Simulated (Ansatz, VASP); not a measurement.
## AgCl in VASP and in Ansatz

```xyz
2
Lattice="0.0000 2.9682 2.9682 2.9682 0.0000 2.9682 2.9682 2.9682 0.0000" Properties=species:S:1:pos:R:3 pbc="T T T"
Ag    0.0000    0.0000    0.0000
Cl    1.4841    1.4841    1.4841
```

Measurements of this composition are mostly on another form, of space group No. 225.

Alike in both runs: task electric field gradients; functional PBE; k mesh 11 × 11 × 11; collinear spin.

```csv
,VASP,Ansatz
version,VASP 6.6.1,Ansatz 0.2.0
potentials or method,"VASP PAW PBE potentials, release 64 (Ag, Cl), cutoff 520 eV","all-electron PAW with datasets made for the crystal, scalar-relativistic"
occupations,tetrahedron,tetrahedron-uncorrected
```

|  | VASP | Ansatz | Ansatz less VASP |
| --- | --- | --- | --- |
| gap on the k mesh at the Fermi level (eV) | 1.22 | 1.22 | +0.002 |
| pressure (GPa) | 2.0 | 2.2 | +0.13 |
| net moment per atom (μB) | 0.00 | 0.00 | 0.000 |

Ansatz ran all-electron here, so the differences hold the error of VASP's frozen core and of both bases. Ansatz warned: «gradients_without_spin_orbit».

Caveats: an odd mesh through Γ misses points on the zone boundary, where band edges often lie.
